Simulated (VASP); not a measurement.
# BAs (F-43m) in VASP: further runs

The runs below take BAs through relaxation of cell and atoms, with PBEsol, PBE.

Program: VASP 6.6.1. These are calculated values, not measurements. Logs are shortened: lines on timing, memory, paths and dates and some standing lists are left out, and cuts for length are marked.

### Step 1. Starting point

It takes space group F-43m (No. 216, cubic). The conventional cell has a = 4.777 Å, b = 4.777 Å, c = 4.777 Å, α = 90.00°, β = 90.00°, γ = 90.00°. Around B (site symmetry -43m) lie 4 As at 2.07 Å. Around As (site symmetry -43m) lie 4 B at 2.07 Å.

### Step 2. Relaxation of cell and atoms, PBEsol

Contents of INCAR:

```
SYSTEM = BAs
  ALGO = Normal
  EDIFF = 1E-6
  EDIFFG = -0.01
  ENCUT = 600
  GGA = PS
  IBRION = 2
  ISIF = 3
  ISMEAR = 0
  LASPH = .True.
  LCHARG = .False.
  LREAL = .False.
  LWAVE = .False.
  NELM = 80
  NSW = 90
  PREC = Accurate
  SIGMA = 0.03
```

Contents of KPOINTS:

```
k-points
0
Gamma
  10 10 10
  0 0 0
```

Contents of POSCAR:

```
BAs
1.0
    0.0000000000      2.3885000000      2.3885000000
    2.3885000000      0.0000000000      2.3885000000
    2.3885000000      2.3885000000      0.0000000000
B As
1 1
Direct
    0.0000000000      0.0000000000      0.0000000000
    0.2500000000      0.2500000000      0.2500000000
```

Potentials or basis: VASP PAW PBE potentials, release 64 (B, As).

Run with:

```bash
cat potpaw_PBE.64/B/POTCAR potpaw_PBE.64/As/POTCAR > POTCAR
mpirun -np 1 vasp_std > vasp.out
```

OUTCAR:

```text
SYSTEM = BAs
   EDIFF = 1E-6
   EDIFFG = -0.01
   ENCUT = 600
   GGA = PS
   IBRION = 2
   ISIF = 3
   ISMEAR = 0
   LASPH = .True.
   LREAL = .False.
   NELM = 80
   NSW = 90
   PREC = Accurate

 ion  position               nearest neighbor table
   1  0.000  0.000  0.000-   2 2.07   2 2.07   2 2.07   2 2.07
   2  0.250  0.250  0.250-   1 2.07   1 2.07   1 2.07   1 2.07

  LATTYP: Found a face centered cubic cell.
 ALAT       =     4.7770000000

  Lattice vectors:

 A1 = (   0.0000000000,   2.3885000000,   2.3885000000)
 A2 = (   2.3885000000,   0.0000000000,   2.3885000000)
 A3 = (   2.3885000000,   2.3885000000,   0.0000000000)

Analysis of symmetry for initial positions (statically):
=====================================================================
 Subroutine PRICEL returns:
 Original cell was already a primitive cell.

 Routine SETGRP: Setting up the symmetry group for a
 face centered cubic supercell.

 Subroutine GETGRP returns: Found 24 space group operations
 (whereof 24 operations were pure point group operations)
 out of a pool of 48 trial point group operations.

The static configuration has the point symmetry T_d .

Analysis of symmetry for dynamics (positions and initial velocities):
=====================================================================
 Subroutine PRICEL returns:
 Original cell was already a primitive cell.

 Routine SETGRP: Setting up the symmetry group for a
 face centered cubic supercell.

 Subroutine GETGRP returns: Found 24 space group operations
 (whereof 24 operations were pure point group operations)
 out of a pool of 48 trial point group operations.

The dynamic configuration has the point symmetry T_d .

 Subroutine INISYM returns: Found 24 space group operations
 (whereof 24 operations are pure point group operations),
 and found     1 'primitive' translations

----------------------------------------------------------------------------------------

                                     Primitive cell

  volume of cell :      27.2525

  direct lattice vectors                    reciprocal lattice vectors
     0.000000000  2.388500000  2.388500000    -0.209336404  0.209336404  0.209336404
     2.388500000  0.000000000  2.388500000     0.209336404 -0.209336404  0.209336404
     2.388500000  2.388500000  0.000000000     0.209336404  0.209336404 -0.209336404

  length of vectors
     3.377849094  3.377849094  3.377849094     0.362581287  0.362581287  0.362581287

  position of ions in fractional coordinates (direct lattice)
     0.000000000  0.000000000  0.000000000
     0.250000000  0.250000000  0.250000000

  ion indices of the primitive-cell ions
   primitive index   ion index
                 1           1
                 2           2

----------------------------------------------------------------------------------------

 KPOINTS: k-points

Automatic generation of k-mesh.
 Grid dimensions read from file:
 generate k-points for:   10   10   10

 Generating k-lattice:

  Cartesian coordinates                     Fractional coordinates (reciprocal lattice)
    -0.020933640  0.020933640  0.020933640     0.100000000  0.000000000  0.000000000
     0.020933640 -0.020933640  0.020933640     0.000000000  0.100000000  0.000000000
     0.020933640  0.020933640 -0.020933640     0.000000000  0.000000000  0.100000000

  Length of vectors
     0.036258129  0.036258129  0.036258129

  Shift w.r.t. Gamma in fractional coordinates (k-lattice)
     0.000000000  0.000000000  0.000000000

 Subroutine IBZKPT returns following result:
 ===========================================

 Found     47 irreducible k-points:

 Following reciprocal coordinates:
            Coordinates               Weight
  0.000000  0.000000  0.000000      1.000000
  0.100000  0.000000  0.000000      8.000000
  0.200000  0.000000  0.000000      8.000000
  0.300000  0.000000  0.000000      8.000000
  0.400000  0.000000  0.000000      8.000000
  0.500000  0.000000  0.000000      4.000000
[... 16 lines left out ...]
  0.300000  0.300000  0.000000      6.000000
  0.400000  0.300000  0.000000     24.000000
 [... further k-points ...]
   k-points           NKPTS =     47   k-points in BZ     NKDIM =     47   number of bands    NBANDS=      8
   number of dos      NEDOS =    301   number of ions     NIONS =      2
   total plane-waves  NPLWV =  21952
   dimension x,y,z NGX =    28 NGY =   28 NGZ =   28
   dimension x,y,z NGXF=    56 NGYF=   56 NGZF=   56
   ions per type =               1   1
   NGX,Y,Z   is equivalent  to a cutoff of  13.78, 13.78, 13.78 a.u.
   NGXF,Y,Z  is equivalent  to a cutoff of  27.56, 27.56, 27.56 a.u.
 SYSTEM =  BAs
   PREC   = accura    normal or accurate (medium, high low for compatibility)
   ISTART =      0    job   : 0-new  1-cont  2-samecut
   ICHARG =      2    charge: 1-file 2-atom 10-const
   ISPIN  =      1    spin polarized calculation?
   LNONCOLLINEAR =      F non collinear calculations
   LSORBIT =      F    spin-orbit coupling
   LASPH  =      T    aspherical Exc in radial PAW
   ENCUT  =  600.0 eV  44.10 Ry    6.64 a.u.   6.75  6.75  6.75*2*pi/ulx,y,z
   NELM   =     80;   NELMIN=  2; NELMDL= -5     # of ELM steps
   EDIFF  = 0.1E-05   stopping-criterion for ELM
   LREAL  =      F    real-space projection
   EDIFFG = -.1E-01   stopping-criterion for IOM
   NSW    =     90    number of steps for IOM
   IBRION =      2    ionic relax: 0-MD 1-quasi-New 2-CG
   NFREE  =      1    steps in history (QN), initial steepest desc. (CG)
   ISIF   =      3    stress and relaxation
   ISYM   =      2    0-nonsym 1-usesym 2-fastsym
   POTIM  = 0.5000    time-step for ionic-motion
   TEBEG  =    0.0;   TEEND  =   0.0 temperature during run
   PSTRESS=    0.0 pullay stress
   NELECT =       8.0000    total number of electrons
   NUPDOWN=      -1.0000    fix difference up-down
   EMIN   =  10.00;   EMAX   =-10.00  energy-range for DOS
   EFERMI =   0.00;   METHOD = LEGACY
   ISMEAR =     0;   SIGMA  =   0.03  broadening in eV -4-tet -1-fermi 0-gaus
   EFERMI_NEDOS =   21; number of points for ismear=-14 and -15
   IALGO  =     38    algorithm
   IMIX   =      4    mixing-type and parameters
     AMIX     =   0.40;   BMIX     =  1.00
     AMIX_MAG =   1.60;   BMIX_MAG =  1.00
  volume/ion in A,a.u.               =      13.63        91.95
  Fermi-wavevector in a.u.,A,eV,Ry     =   1.088018  2.056057 16.106360  1.183784
  Thomas-Fermi vector in A             =   2.224191
   LORBIT       =      0    0 simple, 1 ext, 2 COOP (PROOUT), +10 PAW based schemes
   GGA     = PS    functional components
   LHFCALC =     F    Hartree Fock is set to
   AEXX    =    0.0000 exact exchange contribution
   IVDW    =     0    specifies the selected vdW correction
   LEPSILON=     F    determine dielectric tensor
   LRPA    =     F    only Hartree local field effects (RPA)
 conjugate gradient relaxation of ions
 non-spin polarized calculation
 Gauss-broadening in eV      SIGMA  =   0.03
  energy-cutoff  :      600.00
  volume of cell :       27.25
 maximum number of plane-waves:       941
   NGX = 13   NGY = 13   NGZ = 13

 number of electron       8.0000000 magnetization

 Free energy of the ion-electron system (eV)
  ---------------------------------------------------
  ext. energy  EPLUGINS =         0.00000000
  ---------------------------------------------------
  free energy    TOTEN  =       -12.20477750 eV

  energy without entropy =      -12.20477750  energy(sigma->0) =      -12.20477750

 E-fermi :   6.2573     XC(G=0): -10.7310

 val. band max:        6.0435011420   @ k =   0.0000   0.0000   0.0000
 cond. band min:       7.1198265839   @ k =   0.4000   0.4000   0.0000
 fundamental gap:      1.0763254419
 Fermi energy:         6.2572949500

 k-point     1 :       0.0000    0.0000    0.0000
  band No.  band energies     occupation
      1      -9.3931      2.00000
      2       6.0435      2.00000
      3       6.0435      2.00000
      4       6.0435      2.00000
      5       9.2834      0.00000
      6       9.2834      0.00000
      7       9.2834      0.00000
      8      10.7256      0.00000

 k-point     2 :       0.1000    0.0000    0.0000
  band No.  band energies     occupation
      1      -9.2285      2.00000
      2       4.6380      2.00000
      3       5.7388      2.00000
      4       5.7388      2.00000
      5       9.4290      0.00000
      6       9.6839      0.00000
      7       9.6839      0.00000
      8      11.5940      0.00000

 k-point     3 :       0.2000    0.0000    0.0000
  band No.  band energies     occupation
      1      -8.7430      2.00000
      2       2.2614      2.00000
      3       5.1608      2.00000
      4       5.1608      2.00000
      5       9.2120      0.00000
      6      10.4018      0.00000
      7      10.4018      0.00000
      8      13.1921      0.00000

 k-point     4 :       0.3000    0.0000    0.0000
  band No.  band energies     occupation
      1      -7.9725      2.00000
      2      -0.0391      2.00000
      3       4.6515      2.00000
      4       4.6515      2.00000
      5       8.9404      0.00000
      6      10.7957      0.00000
      7      10.7957      0.00000
      8      14.4120      0.00000

 k-point     5 :       0.4000    0.0000    0.0000
  band No.  band energies     occupation
      1      -7.0493      2.00000
      2      -1.9226      2.00000
      3       4.3252      2.00000
      4       4.3252      2.00000
      5       8.7592      0.00000
      6      10.8119      0.00000
      7      10.8119      0.00000
      8      14.7640      0.00000
[... 177 lines left out ...]
 k-point    22 :      -0.2000    0.2000    0.0000
  band No.  band energies     occupation
      1      -7.7085      2.00000
      2       0.5580      2.00000
      3       1.9319      2.00000
      4       4.7443      2.00000
      5       9.9359      0.00000
      6      11.1291      0.00000
      7      11.9919      0.00000
      8      12.9793      0.00000

 k-point    23 :       0.3000    0.3000    0.0000
  band No.  band energies     occupation
      1      -7.4729      2.00000
      2       0.8307      2.00000
      3       2.8321      2.00000
      4       2.8321      2.00000
      5       7.3519      0.00000
      6       9.5939      0.00000
      7      14.4727      0.00000
      8      14.4727      0.00000

 k-point    24 :       0.4000    0.3000    0.0000
  band No.  band energies     occupation
      1      -6.7432      2.00000
      2      -0.4168      2.00000
      3       2.0341      2.00000
      4       2.5345      2.00000
      5       7.6502      0.00000
      6       9.3358      0.00000
      7      14.8455      0.00000
      8      15.0845      0.00000

 [... further k-points ...]
[... 5 lines left out ...]
  --------------------------------------------------------------------------------------
  -------------------------------------------------------------------------------------
  Total        0.0088480      0.0088480      0.0088480     -0.0000000      0.0000000     -0.0000000
  in kB        0.5201743      0.5201743      0.5201743     -0.0000000      0.0000000     -0.0000000
  external PRESSURE =       0.5201743 kB  Pullay stress =       0.0000000 kB

 VOLUME and BASIS-vectors are now :
 -----------------------------------------------------------------------------
  energy-cutoff  :      600.00
  volume of cell :       27.25
      direct lattice vectors                 reciprocal lattice vectors
     0.000000000  2.388500000  2.388500000    -0.209336404  0.209336404  0.209336404
     2.388500000  0.000000000  2.388500000     0.209336404 -0.209336404  0.209336404
     2.388500000  2.388500000  0.000000000     0.209336404  0.209336404 -0.209336404

 POSITION                                       TOTAL-FORCE (eV/Angst)
 -----------------------------------------------------------------------------------
      0.00000      0.00000      0.00000        -0.000000     -0.000000     -0.000000
      1.19425      1.19425      1.19425         0.000000      0.000000      0.000000
 -----------------------------------------------------------------------------------
    total drift:                               -0.000000     -0.000000     -0.000000

  FREE ENERGIE OF THE ION-ELECTRON SYSTEM (eV)
  ---------------------------------------------------
  free  energy   TOTEN  =       -12.2047774986 eV

  energy  without entropy=      -12.2047774986  energy(sigma->0) =      -12.20477750

 reached required accuracy - stopping structural energy minimisation
```

Wall time 5.7 s (1 thread of Intel Xeon 6975P-C (Granite Rapids), shared host); peak memory 0.16 GiB.

Results:

```yaml
Free_energy: -12.2048 eV
Pressure_after_relaxing: 0.1 GPa
Band_gap_on_the_k_mesh: 1.08 eV, indirect (least direct gap 3.24 eV)
```

Final structure:
```
CELL_PARAMETERS angstrom
0.00000 2.38850 2.38850
2.38850 0.00000 2.38850
2.38850 2.38850 0.00000
ATOMIC_POSITIONS crystal
B 0.00000 0.00000 0.00000
As 0.25000 0.25000 0.25000
```

Levels at points of the mesh, in eV from the valence-band top:
```csv
k point,band 2,band 3,band 4,band 5,band 6,band 7
"(0.00, 0.00, 0.00)",0.00,0.00,0.00,3.24,3.24,3.24
"(0.50, 0.00, 0.00)",-8.83,-1.83,-1.83,2.65,4.73,4.73
"(0.50, 0.50, 0.00)",-8.53,-4.11,-4.11,1.31,1.34,11.34
```

Caveat: the relaxation stopped at its first step, so nothing moved; the PAW data sets were made with another functional, which shifts forces and pressure a little.

### Step 3. Relaxation of cell and atoms, PBEsol

Edit INCAR of step 2 so:

```diff
@@ -2,4 +2,4 @@
   ALGO = Normal
-  EDIFF = 1E-6
-  EDIFFG = -0.01
+  EDIFF = 1E-7
+  EDIFFG = -0.005
   ENCUT = 600
```

KPOINTS is that of step 2.

Contents of POSCAR:

```
BAs                                     
1.0
    0.0000000000      2.3885000000      2.3885000000
    2.3885000000      0.0000000000      2.3885000000
    2.3885000000      2.3885000000      0.0000000000
  B               As            
     1     1
Direct
     0.0000000000000000    0.0000000000000000    0.0000000000000000
     0.2500000000000000    0.2500000000000000    0.2500000000000000
```

Potentials or basis: VASP PAW PBE potentials, release 64 (B, As).

Run with:

```bash
cat potpaw_PBE.64/B/POTCAR potpaw_PBE.64/As/POTCAR > POTCAR
mpirun -np 1 vasp_std > vasp.out
```

Wall time 6.2 s (1 thread of Intel Xeon 6975P-C (Granite Rapids), shared host); peak memory 0.15 GiB.

It converged, with:

* Free energy: -12.2048 eV
* Pressure after relaxing: 0.1 GPa
* Band gap on the k mesh: 1.08 eV, indirect (least direct gap 3.24 eV)

Final structure:
```
CELL_PARAMETERS angstrom
0.00000 2.38850 2.38850
2.38850 0.00000 2.38850
2.38850 2.38850 0.00000
ATOMIC_POSITIONS crystal
B 0.00000 0.00000 0.00000
As 0.25000 0.25000 0.25000
```

Levels at points of the mesh, in eV from the valence-band top:
```tsv
k point	band 1	band 2	band 3	band 4	band 5	band 6	band 7	band 8
(0.00, 0.00, 0.00)	-15.44	0.00	0.00	0.00	3.24	3.24	3.24	4.68
(0.50, 0.00, 0.00)	-12.55	-8.83	-1.83	-1.83	2.65	4.73	4.73	8.71
(0.50, 0.50, 0.00)	-11.24	-8.53	-4.11	-4.11	1.31	1.34	11.34	11.34
```

Caveat: the relaxation stopped at its first step, so nothing moved; the PAW data sets were made with another functional, which shifts forces and pressure a little.

### Step 4. Relaxation of cell and atoms, PBE

Contents of INCAR:

```
  PREC = Accurate
  ENCUT = 600
  EDIFF = 1E-6
  ISMEAR = 0
  SIGMA = 0.03
  LREAL = F
  LASPH = T
  NELM = 80
  ALGO = Normal
  ISIF = 3
  LWAVE = F
  LCHARG = F
  GGA = PE
  IBRION = 2
  NSW = 90
  EDIFFG = -0.01
```

Contents of KPOINTS:

```
Automatic mesh
0
Gamma
  10 10 10
```

Contents of POSCAR:

```
BAs
1.0
    0.0000000000      2.3885000000      2.3885000000
    2.3885000000      0.0000000000      2.3885000000
    2.3885000000      2.3885000000      0.0000000000
B As
1 1
Direct
    0.0000000000      0.0000000000      0.0000000000
    0.2500000000      0.2500000000      0.2500000000
```

Run with:

```bash
cat potpaw_PBE.64/B/POTCAR potpaw_PBE.64/As/POTCAR > POTCAR
mpirun -np 1 vasp_std > vasp.out
```

It took 11 s on 1 thread of AMD EPYC 9R45 (Zen 5), shared host; peak memory 0.14 GiB.

Results (log left out):

* Free energy: -11.4144 eV
* Relaxed volume: 13.97 Å³/atom
* Relaxed cell: a = 3.406 Å, b = 3.406 Å, c = 3.406 Å, α = 60.00°, β = 60.00°, γ = 60.00°
* Space group after relaxing (to 0.05 Å): F-43m (No. 216)
* Energy gained by relaxing: 3.5 meV/atom
* Ionic steps: 3
* Pressure after relaxing: 0.0 GPa
* Band gap on the k mesh: 1.20 eV, indirect (least direct gap 3.25 eV)

The path:
```
step  energy change (eV)  largest force (eV/Å)  pressure (GPa)  volume (Å³)
   1              0.0000                0.0000            3.42        27.25
   2             -0.0037                0.0000           -2.18        28.42
   3             -0.0071                0.0000            0.01        27.93
```

Final structure:
```cif
data_structure
_symmetry_space_group_name_H-M 'P 1'
_symmetry_Int_Tables_number 1
_cell_length_a 3.4057
_cell_length_b 3.4057
_cell_length_c 3.4057
_cell_angle_alpha 60.000
_cell_angle_beta 60.000
_cell_angle_gamma 60.000
_cell_volume 27.93
loop_
_atom_site_label
_atom_site_type_symbol
_atom_site_fract_x
_atom_site_fract_y
_atom_site_fract_z
_atom_site_occupancy
B1 B 0.00000 0.00000 0.00000 1
As1 As 0.25000 0.25000 0.25000 1
```

Levels at points of the mesh, in eV from the valence-band top:
```csv
k point,band 2,band 3,band 4,band 5,band 6,band 7
"(0.00, 0.00, 0.00)",0.00,0.00,0.00,3.25,3.25,3.25
"(0.50, 0.00, 0.00)",-8.61,-1.78,-1.78,2.55,4.75,4.75
"(0.50, 0.50, 0.00)",-8.39,-3.98,-3.98,1.46,1.46,11.13
```

A k mesh can miss the band edges. PBE usually gives volumes a little too large and moduli too small.

### Step 5. Relaxation of cell and atoms, PBE

This run uses another cell than the first one, of 13.97 Å³/atom, 1.025 times its volume.

Edit INCAR of step 4 so:

```diff
@@ -2,3 +2,3 @@
   ENCUT = 600
-  EDIFF = 1E-6
+  EDIFF = 1E-7
   ISMEAR = 0
@@ -15,2 +15,2 @@
   NSW = 90
-  EDIFFG = -0.01
+  EDIFFG = -0.005
```

KPOINTS is that of step 4.

Contents of POSCAR:

```
BAs                                     
1.0
   -0.0000000000      2.4081703798      2.4081703798
    2.4081703798      0.0000000000      2.4081703798
    2.4081703798      2.4081703798      0.0000000000
  B               As            
     1     1
Direct
     0.0000000000000000    0.0000000000000000    0.0000000000000000
     0.2500000000000000    0.2500000000000000    0.2500000000000000
```

Run with:

```bash
cat potpaw_PBE.64/B/POTCAR potpaw_PBE.64/As/POTCAR > POTCAR
mpirun -np 1 vasp_std > vasp.out
```

Run time: 6.9 s. Hardware: 1 thread of AMD EPYC 9R45 (Zen 5), shared host; peak memory 0.13 GiB.

It converged, with:

```
Free energy             : -11.4145 eV
Pressure after relaxing : 0.0 GPa
Band gap on the k mesh  : 1.20 eV, indirect (least direct gap 3.25 eV)
```

Final structure:
```
B As
1.0
     0.00000    2.40817    2.40817
     2.40817    0.00000    2.40817
     2.40817    2.40817    0.00000
B As
1 1
Direct
  0.00000 0.00000 0.00000
  0.25000 0.25000 0.25000
```

Levels at points of the mesh, in eV from the valence-band top:
```csv
k point,band 1,band 2,band 3,band 4,band 5,band 6,band 7,band 8
"(0.00, 0.00, 0.00)",-15.18,0.00,0.00,0.00,3.25,3.25,3.25,4.38
"(0.50, 0.00, 0.00)",-12.40,-8.61,-1.78,-1.78,2.55,4.75,4.75,8.82
"(0.50, 0.50, 0.00)",-11.12,-8.39,-3.98,-3.98,1.46,1.46,11.13,11.13
```

Caveat: the relaxation stopped at its first step, so nothing moved. A k mesh can miss the band edges.
